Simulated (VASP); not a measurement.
# SnS (Pnma) in VASP: further runs

Aim: see how the results for SnS move with the level of theory and the settings. Levels: PBE, HSE06, PBE0, PBE-EpsX. Tasks: band structure.

Program: VASP 6.6.1. These are calculated values, not measurements. Logs are shortened: lines on timing, memory, paths and dates and some standing lists are left out, and cuts for length are marked.

**The experiment to reproduce.**

“Linear dichroism of the optical properties of SnS and SnSe van der Waals crystals”, 2024, arxiv:2409.17412 reports, for a bulk crystal of SnS: band gap 1.16 eV (indirect) at 20 K; band gap 1.09 eV (indirect) at 300 K.

The runs below are set against these values where they give the same quantity.

### 1 The crystal as given

The structure is orthorhombic, space group Pnma (No. 62). The conventional cell has a = 11.102 Å, b = 3.986 Å, c = 4.230 Å, α = 90.00°, β = 90.00°, γ = 90.00°. Sn (site symmetry m) is surrounded by 3 S at 2.63 to 2.68 Å. S (site symmetry m) is surrounded by 3 Sn at 2.63 to 2.68 Å.

### 2 Band structure, PBE

File INCAR:

```
PREC = Accurate ; ENCUT = 520
EDIFF = 1E-7 ; ISMEAR = 0
SIGMA = 0.03 ; LREAL = False
LASPH = True ; NELM = 80
ALGO = Fast ; ISIF = 2
LWAVE = False ; LCHARG = False
GGA = PE ; KPAR = 4
```

File KPOINTS:

```
Automatic mesh
0
Gamma
  2 4 4
```

File POSCAR:

```
SnS                                     
1.0
   11.1022363227      0.0000000000      0.0000000000
    0.0000000000      3.9856081180     -0.0000000000
    0.0000000000     -0.0000000000      4.2298593717
  Sn              S             
     4     4
Direct
     0.1185163016469163    0.2500000000000000    0.1099912146110713
     0.3814836983530838    0.7500000000000000    0.6099912146110713
     0.6185163016469164    0.2500000000000000    0.3900087853889287
     0.8814836983530836    0.7500000000000000    0.8900087853889287
     0.8532534778391950    0.2500000000000000    0.4743740039375980
     0.6467465221608050    0.7500000000000000    0.9743740039375977
     0.3532534778391949    0.2500000000000000    0.0256259960624021
     0.1467465221608050    0.7500000000000000    0.5256259960624023
```

File KPOINTS_OPT:

```
explicit points
8
Reciprocal
 0.0000000000  0.0000000000  0.0000000000 1
 0.5000000000  0.5000000000  0.5000000000 1
 0.0000000000  0.5000000000  0.5000000000 1
 0.5000000000  0.0000000000  0.5000000000 1
 0.5000000000  0.5000000000  0.0000000000 1
 0.0000000000  0.5000000000  0.0000000000 1
 0.0000000000  0.0000000000  0.5000000000 1
 0.5000000000  0.0000000000  0.0000000000 1
```

Potentials or basis: VASP PAW PBE potentials, release 64 (Sn_d, S).

The run is started by

```
$ cat potpaw_PBE.64/Sn_d/POTCAR potpaw_PBE.64/S/POTCAR > POTCAR
$ mpirun -np 4 vasp_std > vasp.out
```

OUTCAR:

```text
PREC = Accurate
   ENCUT = 520
   EDIFF = 1E-7
   ISMEAR = 0
   LREAL = False
   LASPH = True
   NELM = 80
   ISIF = 2
   GGA = PE

 ion  position               nearest neighbor table
   1  0.119  0.250  0.110-   7 2.63   8 2.68   8 2.68   8 3.19   8 3.19   4 3.43   4 3.43
   2  0.381  0.750  0.610-   8 2.63   7 2.68   7 2.68   7 3.19   7 3.19   3 3.43   3 3.43
   3  0.619  0.250  0.390-   5 2.63   6 2.68   6 2.68   6 3.19   6 3.19   2 3.43   2 3.43
   4  0.881  0.750  0.890-   6 2.63   5 2.68   5 2.68   5 3.19   5 3.19   1 3.43   1 3.43
   5  0.853  0.250  0.474-   3 2.63   4 2.68   4 2.68   4 3.19   4 3.19
   6  0.647  0.750  0.974-   4 2.63   3 2.68   3 2.68   3 3.19   3 3.19
   7  0.353  0.250  0.026-   1 2.63   2 2.68   2 2.68   2 3.19   2 3.19
   8  0.147  0.750  0.526-   2 2.63   1 2.68   1 2.68   1 3.19   1 3.19

  LATTYP: Found a simple orthorhombic cell.
 ALAT       =     3.9856081180
 B/A-ratio  =     1.0612833090
 C/A-ratio  =     2.7855815208

  Lattice vectors:

 A1 = (   0.0000000000,   3.9856081180,   0.0000000000)
 A2 = (   0.0000000000,   0.0000000000,   4.2298593717)
 A3 = (  11.1022363227,   0.0000000000,   0.0000000000)

Analysis of symmetry for initial positions (statically):
=====================================================================
 Subroutine PRICEL returns:
 Original cell was already a primitive cell.

 Routine SETGRP: Setting up the symmetry group for a
 simple orthorhombic supercell.

 Subroutine GETGRP returns: Found  8 space group operations
 (whereof  2 operations were pure point group operations)
 out of a pool of  8 trial point group operations.

The static configuration has the point symmetry S_2 .
 The point group associated with its full space group is D_2h.

Analysis of symmetry for dynamics (positions and initial velocities):
=====================================================================
 Subroutine PRICEL returns:
 Original cell was already a primitive cell.

 Routine SETGRP: Setting up the symmetry group for a
 simple orthorhombic supercell.

 Subroutine GETGRP returns: Found  8 space group operations
 (whereof  2 operations were pure point group operations)
 out of a pool of  8 trial point group operations.

The dynamic configuration has the point symmetry S_2 .
 The point group associated with its full space group is D_2h.

 Subroutine INISYM returns: Found  8 space group operations
 (whereof  2 operations are pure point group operations),
 and found     1 'primitive' translations

----------------------------------------------------------------------------------------

                                     Primitive cell

  volume of cell :     187.1677

  direct lattice vectors                    reciprocal lattice vectors
    11.102236323  0.000000000  0.000000000     0.090071943  0.000000000  0.000000000
     0.000000000  3.985608118  0.000000000     0.000000000  0.250902741  0.000000000
     0.000000000  0.000000000  4.229859372     0.000000000  0.000000000  0.236414479

  length of vectors
    11.102236323  3.985608118  4.229859372     0.090071943  0.250902741  0.236414479

  position of ions in fractional coordinates (direct lattice)
     0.118516302  0.250000000  0.109991215
     0.381483698  0.750000000  0.609991215
     0.618516302  0.250000000  0.390008785
     0.881483698  0.750000000  0.890008785
     0.853253478  0.250000000  0.474374004
     0.646746522  0.750000000  0.974374004
     0.353253478  0.250000000  0.025625996
     0.146746522  0.750000000  0.525625996

  ion indices of the primitive-cell ions
   primitive index   ion index
                 1           1
                 2           2
                 3           3
                 4           4
                 5           5
                 6           6
                 7           7
                 8           8

----------------------------------------------------------------------------------------

 KPOINTS: Automatic mesh

Automatic generation of k-mesh.
 Grid dimensions read from file:
 generate k-points for:    2    4    4

 Generating k-lattice:

  Cartesian coordinates                     Fractional coordinates (reciprocal lattice)
     0.045035972  0.000000000  0.000000000     0.500000000  0.000000000  0.000000000
     0.000000000  0.062725685  0.000000000     0.000000000  0.250000000  0.000000000
     0.000000000  0.000000000  0.059103620     0.000000000  0.000000000  0.250000000

  Length of vectors
     0.045035972  0.062725685  0.059103620

  Shift w.r.t. Gamma in fractional coordinates (k-lattice)
     0.000000000  0.000000000  0.000000000

 Subroutine IBZKPT returns following result:
 ===========================================

 Found     18 irreducible k-points:

 Following reciprocal coordinates:
            Coordinates               Weight
  0.000000  0.000000  0.000000      1.000000
  0.500000  0.000000  0.000000      1.000000
  0.000000  0.250000  0.000000      2.000000
  0.500000  0.250000  0.000000      2.000000
  0.000000  0.500000  0.000000      1.000000
  0.500000  0.500000  0.000000      1.000000
[... 10 lines left out ...]
  0.000000  0.500000  0.500000      1.000000
  0.500000  0.500000  0.500000      1.000000
   k-points           NKPTS =     18   k-points in BZ     NKDIM =     18   number of bands    NBANDS=     48
   number of dos      NEDOS =    301   number of ions     NIONS =      8
   total plane-waves  NPLWV =  80640
   dimension x,y,z NGX =    84 NGY =   30 NGZ =   32
   dimension x,y,z NGXF=   168 NGYF=   60 NGZF=   64
   ions per type =               4   4
   NGX,Y,Z   is equivalent  to a cutoff of  12.58, 12.51, 12.58 a.u.
   NGXF,Y,Z  is equivalent  to a cutoff of  25.16, 25.03, 25.15 a.u.
 SYSTEM =  unknown system
   PREC   = accura    normal or accurate (medium, high low for compatibility)
   ISTART =      0    job   : 0-new  1-cont  2-samecut
   ICHARG =      2    charge: 1-file 2-atom 10-const
   ISPIN  =      1    spin polarized calculation?
   LNONCOLLINEAR =      F non collinear calculations
   LSORBIT =      F    spin-orbit coupling
   LASPH  =      T    aspherical Exc in radial PAW
   ENCUT  =  520.0 eV  38.22 Ry    6.18 a.u.  20.64  7.41  7.86*2*pi/ulx,y,z
   NELM   =     80;   NELMIN=  2; NELMDL= -5     # of ELM steps
   EDIFF  = 0.1E-06   stopping-criterion for ELM
   LREAL  =      F    real-space projection
   EDIFFG = 0.1E-05   stopping-criterion for IOM
   NSW    =      0    number of steps for IOM
   IBRION =     -1    ionic relax: 0-MD 1-quasi-New 2-CG
   NFREE  =      0    steps in history (QN), initial steepest desc. (CG)
   ISIF   =      2    stress and relaxation
   ISYM   =      2    0-nonsym 1-usesym 2-fastsym
   POTIM  = 0.5000    time-step for ionic-motion
   TEBEG  =    0.0;   TEEND  =   0.0 temperature during run
   PSTRESS=    0.0 pullay stress
   NELECT =      80.0000    total number of electrons
   NUPDOWN=      -1.0000    fix difference up-down
   EMIN   =  10.00;   EMAX   =-10.00  energy-range for DOS
   EFERMI =   0.00;   METHOD = LEGACY
   ISMEAR =     0;   SIGMA  =   0.03  broadening in eV -4-tet -1-fermi 0-gaus
   EFERMI_NEDOS =   21; number of points for ismear=-14 and -15
   IALGO  =     68    algorithm
   IMIX   =      4    mixing-type and parameters
     AMIX     =   0.40;   BMIX     =  1.00
     AMIX_MAG =   1.60;   BMIX_MAG =  1.00
  volume/ion in A,a.u.               =      23.40       157.88
  Fermi-wavevector in a.u.,A,eV,Ry     =   1.233184  2.330380 20.690957  1.520742
  Thomas-Fermi vector in A             =   2.367924
   LORBIT       =      0    0 simple, 1 ext, 2 COOP (PROOUT), +10 PAW based schemes
   GGA     = PE    functional components
   LHFCALC =     F    Hartree Fock is set to
   AEXX    =    0.0000 exact exchange contribution
   IVDW    =     0    specifies the selected vdW correction
   LEPSILON=     F    determine dielectric tensor
   LRPA    =     F    only Hartree local field effects (RPA)
 non-spin polarized calculation
 RMM-DIIS sequential band-by-band and
 Gauss-broadening in eV      SIGMA  =   0.03
  energy-cutoff  :      520.00
  volume of cell :      187.17
 maximum number of plane-waves:      5084
 NGX is ok and might be reduce to    84
   NGX = 41   NGY = 15   NGZ = 15

 number of electron      80.0000029 magnetization

 Free energy of the ion-electron system (eV)
  ---------------------------------------------------
  ext. energy  EPLUGINS =         0.00000000
  ---------------------------------------------------
  free energy    TOTEN  =       -35.32790953 eV

  energy without entropy =      -35.32790953  energy(sigma->0) =      -35.32790953

 E-fermi :   6.8363     XC(G=0): -10.0239

 val. band max:        6.6407688863   @ k =   0.5000   0.0000   0.5000
 cond. band min:       7.4129731073   @ k =   0.0000   0.0000   0.0000
 fundamental gap:      0.7722042210
 Fermi energy:         6.8363243640

 k-point     1 :       0.0000    0.0000    0.0000
  band No.  band energies     occupation
      1     -14.7122      2.00000
      2     -14.6910      2.00000
      3     -14.6888      2.00000
      4     -14.6816      2.00000
      5     -14.6754      2.00000
      6     -14.6715      2.00000
[... 40 lines left out ...]
     47      11.0334      0.00000
     48      11.5844      0.00000

 k-point     2 :       0.5000    0.0000    0.0000
  band No.  band energies     occupation
      1     -14.7036      2.00000
      2     -14.7036      2.00000
      3     -14.6852      2.00000
      4     -14.6852      2.00000
      5     -14.6740      2.00000
      6     -14.6740      2.00000
[... 40 lines left out ...]
     47      10.8557      0.00000
     48      10.8563      0.00000

 k-point     3 :       0.0000    0.2500    0.0000
  band No.  band energies     occupation
      1     -14.6929      2.00000
      2     -14.6868      2.00000
      3     -14.6826      2.00000
      4     -14.6804      2.00000
      5     -14.6787      2.00000
      6     -14.6743      2.00000
[... 754 lines left out ...]
     47      11.4501      0.00000
     48      11.4501      0.00000

 k-point    18 :       0.5000    0.5000    0.5000
  band No.  band energies     occupation
      1     -14.7083      2.00000
      2     -14.7083      2.00000
      3     -14.7083      2.00000
      4     -14.7083      2.00000
      5     -14.6707      2.00000
      6     -14.6707      2.00000
[... 40 lines left out ...]
     47      11.3405      0.00000
     48      11.3405      0.00000

------------------------ aborting loop because EDIFF is reached ----------------------------------------

  FORCE on cell =-STRESS in cart. coord.  units (eV):
  Direction    XX          YY          ZZ          XY          YZ          ZX
  --------------------------------------------------------------------------------------
  -------------------------------------------------------------------------------------
  Total        4.1826432      3.8143897      3.4028257      0.0000000     -0.0000000      0.0000000
  in kB       35.8039065     32.6516138     29.1285790      0.0000000     -0.0000000      0.0000000
  external PRESSURE =      32.5280331 kB  Pullay stress =       0.0000000 kB

 VOLUME and BASIS-vectors are now :
 -----------------------------------------------------------------------------
  energy-cutoff  :      520.00
  volume of cell :      187.17
      direct lattice vectors                 reciprocal lattice vectors
    11.102236323  0.000000000  0.000000000     0.090071943  0.000000000  0.000000000
     0.000000000  3.985608118  0.000000000     0.000000000  0.250902741  0.000000000
     0.000000000  0.000000000  4.229859372     0.000000000  0.000000000  0.236414479

 POSITION                                       TOTAL-FORCE (eV/Angst)
 -----------------------------------------------------------------------------------
      1.31580      0.99640      0.46525        -0.013571      0.000000     -0.022717
      4.23532      2.98921      2.58018         0.013571     -0.000000     -0.022717
      6.86691      0.99640      1.64968        -0.013571     -0.000000      0.022717
      9.78644      2.98921      3.76461         0.013571     -0.000000      0.022717
      9.47302      0.99640      2.00654         0.044574     -0.000000     -0.012522
      7.18033      2.98921      4.12147        -0.044574      0.000000     -0.012522
      3.92190      0.99640      0.10839         0.044574     -0.000000      0.012522
      1.62921      2.98921      2.22332        -0.044574     -0.000000      0.012522
 -----------------------------------------------------------------------------------
    total drift:                                0.000000     -0.000000     -0.000000

  FREE ENERGIE OF THE ION-ELECTRON SYSTEM (eV)
  ---------------------------------------------------
  free  energy   TOTEN  =       -35.3279095300 eV

  energy  without entropy=      -35.3279095300  energy(sigma->0) =      -35.32790953
```

Wall time 52 s (4 MPI ranks of Intel Xeon Platinum 8488C (Sapphire Rapids), shared host); peak memory 0.4 GiB.

Results:

* Free energy: -35.3279 eV
* Pressure: 3.3 GPa
* Largest force: 0.046 eV/Å
* Band gap on the k mesh: 0.77 eV, indirect (least direct gap 1.31 eV)
* Band gap along the path: 0.77 eV, indirect (least direct gap 1.35 eV)

Forces on the atoms (eV/Å):
```
Sn  -0.014  0.000 -0.023
Sn   0.014  0.000 -0.023
Sn  -0.014  0.000  0.023
Sn   0.014  0.000  0.023
S    0.045  0.000 -0.013
S   -0.045  0.000 -0.013
S    0.045  0.000  0.013
S   -0.045  0.000  0.013
```

Levels at points of the mesh, in eV from the valence-band top:
```
           k point  band 37  band 38  band 39  band 40  band 41  band 42  band 43  band 44
(0.00, 0.00, 0.00)    -2.02    -1.31    -0.83    -0.69     0.77     3.05     3.09     3.16
(0.50, 0.00, 0.00)    -2.26    -2.26    -0.72    -0.72     2.67     2.67     2.83     2.83
(0.00, 0.50, 0.00)    -1.04    -1.04    -0.78    -0.78     1.15     1.15     1.74     1.74
(0.50, 0.50, 0.00)    -1.00    -1.00    -1.00    -1.00     1.61     1.61     1.61     1.61
(0.00, 0.00, 0.50)    -0.95    -0.95    -0.08    -0.08     1.46     1.46     1.89     1.89
(0.50, 0.00, 0.50)    -0.73    -0.73     0.00     0.00     1.35     1.35     1.86     1.86
(0.00, 0.50, 0.50)    -2.57    -2.57    -1.61    -1.61     2.76     2.76     3.02     3.02
(0.50, 0.50, 0.50)    -1.79    -1.79    -1.79    -1.79     2.59     2.59     2.59     2.59
```

Caveat: spin-orbit coupling is left out, which moves the levels of the heavy elements.

### 3 Band structure, HSE06

POSCAR is that of step 2.

File INCAR.step1:

```
PREC = Accurate ; ENCUT = 520
EDIFF = 1E-5 ; ISMEAR = 0
SIGMA = 0.03 ; LREAL = False
LASPH = True ; NELM = 80
ALGO = Normal ; ISIF = 2
LWAVE = True ; LCHARG = False
KPAR = 4 ; GGA = PE
```

File INCAR.step2:

```
PREC = Accurate ; ENCUT = 520
EDIFF = 1E-7 ; ISMEAR = 0
SIGMA = 0.03 ; LREAL = False
LASPH = True ; NELM = 80
ALGO = Normal ; ISIF = 2
LWAVE = False ; LCHARG = False
GGA = PE ; LHFCALC = True
HFSCREEN = 0.2 ; PRECFOCK = Fast
KPAR = 4 ; ISTART = 1
```

KPOINTS is that of step 2.

KPOINTS_OPT is that of step 2.

Potentials or basis: VASP PAW PBE potentials, release 64 (Sn_d, S).

The run is started by

```
$ cat potpaw_PBE.64/Sn_d/POTCAR potpaw_PBE.64/S/POTCAR > POTCAR
$ cp INCAR.step1 INCAR
$ mpirun -np 4 vasp_std > vasp.out
$ cp INCAR.step2 INCAR
$ mpirun -np 4 vasp_std > vasp.out
```

It took 53 min on 4 MPI ranks of Intel Xeon Platinum 8488C (Sapphire Rapids), shared host; peak memory 0.71 GiB.

It converged, with:

```
Free energy             : -42.4282 eV
Pressure                : 1.5 GPa
Largest force           : 0.206 eV/Å
Band gap on the k mesh  : 1.13 eV, indirect (least direct gap 1.72 eV)
Band gap along the path : 1.13 eV, indirect (least direct gap 1.73 eV)
```

Forces in eV/Å, atoms in the order of the input:
```
Sn   0.167  0.000  0.121
Sn  -0.167  0.000  0.121
Sn   0.167  0.000 -0.121
Sn  -0.167  0.000 -0.121
S   -0.127  0.000  0.140
S    0.127  0.000  0.140
S   -0.127  0.000 -0.140
S    0.127  0.000 -0.140
```

Levels at points of the mesh, in eV from the valence-band top:
| k point | band 38 | band 39 | band 40 | band 41 | band 42 | band 43 |
| --- | --- | --- | --- | --- | --- | --- |
| (0.00, 0.00, 0.00) | -1.55 | -1.13 | -0.93 | 1.13 | 3.51 | 3.57 |
| (0.50, 0.00, 0.00) | -2.74 | -0.98 | -0.98 | 3.15 | 3.15 | 3.32 |
| (0.00, 0.50, 0.00) | -1.21 | -0.99 | -0.99 | 1.53 | 1.53 | 2.19 |
| (0.50, 0.50, 0.00) | -1.19 | -1.19 | -1.19 | 2.02 | 2.02 | 2.02 |
| (0.00, 0.00, 0.50) | -1.13 | -0.06 | -0.06 | 1.84 | 1.84 | 2.32 |
| (0.50, 0.00, 0.50) | -0.95 | 0.00 | 0.00 | 1.73 | 1.73 | 2.28 |
| (0.00, 0.50, 0.50) | -3.02 | -1.97 | -1.97 | 3.28 | 3.28 | 3.55 |
| (0.50, 0.50, 0.50) | -2.18 | -2.18 | -2.18 | 3.06 | 3.06 | 3.06 |

Caveat: the PAW data sets were made with another functional, which shifts forces and pressure a little; spin-orbit coupling is left out, which moves the levels of the heavy elements.

### 4 Band structure, PBE0

POSCAR is that of step 3.

INCAR.step1 is that of step 3.

Changes to INCAR.step2 since step 3:

```diff
@@ -7,3 +7,4 @@
 GGA = PE ; LHFCALC = True
-HFSCREEN = 0.2 ; PRECFOCK = Fast
-KPAR = 4 ; ISTART = 1
+AEXX = 0.25 ; PRECFOCK = Fast
+HFRCUT = -1 ; KPAR = 4
+ISTART = 1
```

KPOINTS is that of step 3.

KPOINTS_OPT is that of step 3.

The run is started by

```
$ cat potpaw_PBE.64/Sn_d/POTCAR potpaw_PBE.64/S/POTCAR > POTCAR
$ cp INCAR.step1 INCAR
$ mpirun -np 4 vasp_std > vasp.out
$ cp INCAR.step2 INCAR
$ mpirun -np 4 vasp_std > vasp.out
```

It took 51 min on 4 MPI ranks of Intel Xeon Platinum 8488C (Sapphire Rapids), shared host; peak memory 0.63 GiB.

It converged, with:

* Free energy: -46.3659 eV
* Pressure: 1.3 GPa
* Largest force: 0.229 eV/Å
* Band gap on the k mesh: 1.74 eV, indirect (least direct gap 2.32 eV)
* Band gap along the path: 1.74 eV, indirect (least direct gap 2.32 eV)

Forces on the atoms (eV/Å):
```
Sn   0.183  0.000  0.138
Sn  -0.183  0.000  0.138
Sn   0.183  0.000 -0.138
Sn  -0.183  0.000 -0.138
S   -0.137  0.000  0.160
S    0.137  0.000  0.160
S   -0.137  0.000 -0.160
S    0.137  0.000 -0.160
```

Stress tensor (GPa, compression positive):
```
1.52 0.00 0.00
0.00 1.12 0.00
0.00 0.00 1.32
```

Levels at points of the mesh, in eV from the valence-band top:
| k point | band 37 | band 38 | band 39 | band 40 | band 41 | band 42 | band 43 | band 44 |
| --- | --- | --- | --- | --- | --- | --- | --- | --- |
| (0.00, 0.00, 0.00) | -2.57 | -1.59 | -1.18 | -0.98 | 1.74 | 4.16 | 4.22 | 4.37 |
| (0.50, 0.00, 0.00) | -2.83 | -2.83 | -1.03 | -1.03 | 3.79 | 3.79 | 3.96 | 3.96 |
| (0.00, 0.50, 0.00) | -1.25 | -1.25 | -1.01 | -1.01 | 2.13 | 2.13 | 2.80 | 2.80 |
| (0.50, 0.50, 0.00) | -1.21 | -1.21 | -1.21 | -1.21 | 2.64 | 2.64 | 2.64 | 2.64 |
| (0.00, 0.00, 0.50) | -1.15 | -1.15 | -0.07 | -0.07 | 2.45 | 2.45 | 2.94 | 2.94 |
| (0.50, 0.00, 0.50) | -0.97 | -0.97 | 0.00 | 0.00 | 2.32 | 2.32 | 2.90 | 2.90 |
| (0.00, 0.50, 0.50) | -3.09 | -3.09 | -2.02 | -2.02 | 3.92 | 3.92 | 4.20 | 4.20 |
| (0.50, 0.50, 0.50) | -2.21 | -2.21 | -2.21 | -2.21 | 3.68 | 3.68 | 3.68 | 3.68 |

Caveat: the PAW data sets were made with another functional, which shifts forces and pressure a little; spin-orbit coupling is left out, which moves the levels of the heavy elements.

(Continued in part 2 of 2.)
